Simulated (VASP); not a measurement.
Wanted: the native input for a VASP 6.6.1 run.

```
Task                   : relaxation of cell and atoms
Functional             : PBE
Potentials or basis    : VASP PAW PBE potentials, release 64 (Ag)
Cutoff                 : 600 eV
k mesh                 : 6 × 6 × 6
Occupations            : gaussian, width 0.1 eV
Spin                   : no spin polarisation
Dipole correction      : no
Further INCAR settings : ALGO = Normal; EDIFF = 1e-07; IBRION = 2; EDIFFG = -0.04; NSW = 90; ISIF = 3
```

The structure of Ag lies in POSCAR:

```
Ag
1.0
    4.8488709451      0.0000000000      0.0000000000
   -2.4244354725      4.1992454181      0.0000000000
    0.0000000000      0.0000000000      2.9725687098
Ag
3
Direct
    0.0000000000      0.0000000000      0.0000000000
    0.3333333333      0.6666666667      0.5000000000
    0.6666666667      0.3333333333      0.5000000000
```

The cell was built by a generator and needn't be a form met in nature.

The input as run:

INCAR

```
SYSTEM = Ag
ALGO = Normal
EDIFF = 1E-7
EDIFFG = -0.04
ENCUT = 600
GGA = PE
IBRION = 2
ISIF = 3
ISMEAR = 0
LASPH = .TRUE.
LCHARG = .FALSE.
LREAL = .FALSE.
LWAVE = .FALSE.
NELM = 100
NSW = 90
PREC = Accurate
SIGMA = 0.1
```

KPOINTS

```
k-points
0
G
  6 6 6
  0 0 0
```

Potentials or basis: VASP PAW PBE potentials, release 64 (Ag).

Run with:

```bash
$ cat potpaw_PBE.64/Ag/POTCAR > POTCAR
$ mpirun -np 1 vasp_std > vasp.out
```

Results of the run:

| Property | Result |
| --- | --- |
| Relaxed volume | 18.24 Å³/atom |
| Relaxed cell | a = 4.768 Å, b = 4.768 Å, c = 2.779 Å, α = 90.00°, β = 90.00°, γ = 120.00° |
| Space group after relaxing (to 0.05 Å) | P6/mmm (No. 191) |
| Energy gained by relaxing | 50.9 meV/atom |
| Ionic steps | 8 |
| Pressure after relaxing | 0.0 GPa |
| Band gap on the k mesh | none (metal or under the smearing width) |

Run time: 4.1 min on 1 thread of Intel(R) Xeon(R) Platinum 8375C CPU @ 2.90GHz (Ice Lake), with other jobs on the host, peak memory 0.21 GiB.
